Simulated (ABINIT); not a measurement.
The system is Ge.

```
Ge
1.0
     0.00000    2.82891    2.82891
     2.82891    0.00000    2.82891
     2.82891    2.82891    0.00000
Ge
2
Direct
  0.75000 0.75000 0.75000
  0.50000 0.50000 0.50000
```

| Item | Value |
| --- | --- |
| Program | ABINIT 10.8.3 (patched build) |
| Task | relaxation of cell and atoms |
| Functional | PBE |
| Potentials or basis | PseudoDojo NC FR PBE v0.4 standard |
| Cutoff | 1061 eV |
| k mesh | 6 × 6 × 6 |
| Occupations | fermi-dirac, width 0.05 eV |
| Spin | spin-orbit coupling, no magnetisation |

At the start: pressure 3.9 GPa; volume 22.64 Å³/atom.

**Question.** Where does the relaxation end?

**Answer.** Over 4 steps the energy falls by 16.0 meV/atom and the volume is 24.01 Å³/atom (+6.0 %); space group Fd-3m (No. 227, to 0.05 Å).

The path:
| step | energy change (eV) | largest force (eV/Å) | pressure (GPa) | volume (Å³) |
| --- | --- | --- | --- | --- |
| 1 | 0.0000 | 0.0000 | 3.91 | 45.28 |
| 2 | -0.0118 | 0.0000 | 3.06 | 45.82 |
| 3 | -0.0320 | 0.0000 | 0.08 | 47.95 |
| 4 | -0.0320 | 0.0000 | 0.00 | 48.01 |

Final structure:
```cif
data_structure
_symmetry_space_group_name_H-M 'P 1'
_symmetry_Int_Tables_number 1
_cell_length_a 4.0797
_cell_length_b 4.0797
_cell_length_c 4.0797
_cell_angle_alpha 60.000
_cell_angle_beta 60.000
_cell_angle_gamma 60.000
_cell_volume 48.01
loop_
_atom_site_label
_atom_site_type_symbol
_atom_site_fract_x
_atom_site_fract_y
_atom_site_fract_z
_atom_site_occupancy
Ge1 Ge 0.75000 0.75000 0.75000 1
Ge2 Ge 0.50000 0.50000 0.50000 1
```

The cell as given is a measured one (22.64 Å³/atom); PBE puts the equilibrium volume +6.0 % from it, thermal expansion not counted.
